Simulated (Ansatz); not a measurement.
GaS — 71Ga nuclear quadrupole resonance

Cell: an entry of the Crystallography Open Database (COD), atoms as given.

```cif
data_GaS
_symmetry_space_group_name_H-M 'P6_3/mmc'
_symmetry_Int_Tables_number 194
_cell_length_a 3.5850
_cell_length_b 3.5850
_cell_length_c 15.5000
_cell_angle_alpha 90.000
_cell_angle_beta 90.000
_cell_angle_gamma 120.000
loop_
_atom_site_label
_atom_site_type_symbol
_atom_site_symmetry_multiplicity
_atom_site_Wyckoff_symbol
_atom_site_fract_x
_atom_site_fract_y
_atom_site_fract_z
Ga Ga 4 f 0.3333 0.6667 0.1700
S S 4 f 0.3333 0.6667 0.6000
```

One atom of each set is listed.

The numbers come from a DFT calculation in Ansatz (PBE, plane waves and PAW, scalar-relativistic, 420 eV cutoff, Γ-centred 14×14×3 k-points, Fermi–Dirac smearing 0.02 eV).

71Ga: I = 3/2, Q = 107.0 mb (year-2017 value). Static lattice, zero field.

**Question.** Predict the zero-field 71Ga lines of each site.

**Answer.** For I = 3/2 there is one line, ν = (|C_Q|/2)(1 + η²/3)^½.

| site | atoms | V_zz (10²¹ V/m²) | C_Q (MHz) | η | line frequencies (MHz) |
| --- | --- | --- | --- | --- | --- |
| Ga | 4 | -7.39 | -19.1 | 0.00 | 9.56 |

**Question.** And for 69Ga (I = 3/2, Q = 171.0 mb) on Ga?

**Answer.** C_Q scales with Q to -30.6 MHz, with lines at 15.3 MHz.

An axis of threefold or higher order runs through Ga, so V_zz lies along it and η is zero.

The run took 19 s of wall time (19 s of CPU time) and 0.63 GiB at its peak, on 1 thread of Intel Xeon 6975P-C (Granite Rapids) (x86_64; 16 cores open to the job, memory cap 3.0 GiB, no GPU), a shared host with a load of 0.6 a core.
